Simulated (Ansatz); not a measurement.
Response of Ta to small distortions

```
CELL_PARAMETERS angstrom
0.00000 2.11000 2.11000
2.11000 0.00000 2.11000
2.11000 2.11000 0.00000
ATOMIC_POSITIONS crystal
Ta 0.00000 0.00000 0.00000
```

The cell is COD entry 1534932, as deposited and not checked against the literature; nothing was relaxed.

No spin–orbit coupling, which matters for the heavy atoms here.

The calculation used DFT, PBE, all-electron LAPW, scalar-relativistic (Ansatz 0.2.0).

Settings: a Γ-centred 15×15×15 k mesh, Fermi–Dirac smearing of 0.08 eV, basis error target 0.5 meV/atom, no spin polarisation.

The unchanged cell is at 0.57 GPa.

In a metal, stresses and small energies carry noise from the k mesh.

x, y and z are the Cartesian axes of the cell as listed; fractional coordinates follow a strain, and an engineering shear is twice the off-diagonal strain component.

(1) One change gave: energy change under 1 meV/atom; stress change (xx, yy, zz, yz, xz, xy) 0.01, 0.01, 0.01, 0.54, 0.54, 0.54 GPa, compression positive. Which change was it?
A. equal xy, yz and zx engineering shear strains of -1 %
B. equal xy, yz and zx engineering shear strains of +2 %
C. equal xy, yz and zx engineering shear strains of +3 %
D. equal xy, yz and zx engineering shear strains of +1 %
E. equal xy, yz and zx engineering shear strains of -3 %
F. equal xy, yz and zx engineering shear strains of -2 %

Results:

(1) A. For equal xy, yz and zx engineering shear strains of -3 %: energy change +9 meV/atom; stress change (xx, yy, zz, yz, xz, xy) 0.08, 0.08, 0.08, 1.69, 1.69, 1.69 GPa, compression positive. For equal xy, yz and zx engineering shear strains of +2 %: energy change +3 meV/atom; stress change (xx, yy, zz, yz, xz, xy) 0.00, 0.00, 0.00, -0.73, -0.73, -0.73 GPa, compression positive. For equal xy, yz and zx engineering shear strains of -2 %: energy change +4 meV/atom; stress change (xx, yy, zz, yz, xz, xy) 0.04, 0.04, 0.04, 1.13, 1.13, 1.13 GPa, compression positive. For equal xy, yz and zx engineering shear strains of +1 %: energy change under 1 meV/atom; stress change (xx, yy, zz, yz, xz, xy) 0.00, 0.00, 0.00, -0.44, -0.44, -0.44 GPa, compression positive. For equal xy, yz and zx engineering shear strains of +3 %: energy change +6 meV/atom; stress change (xx, yy, zz, yz, xz, xy) 0.00, 0.00, 0.00, -0.97, -0.97, -0.97 GPa, compression positive.
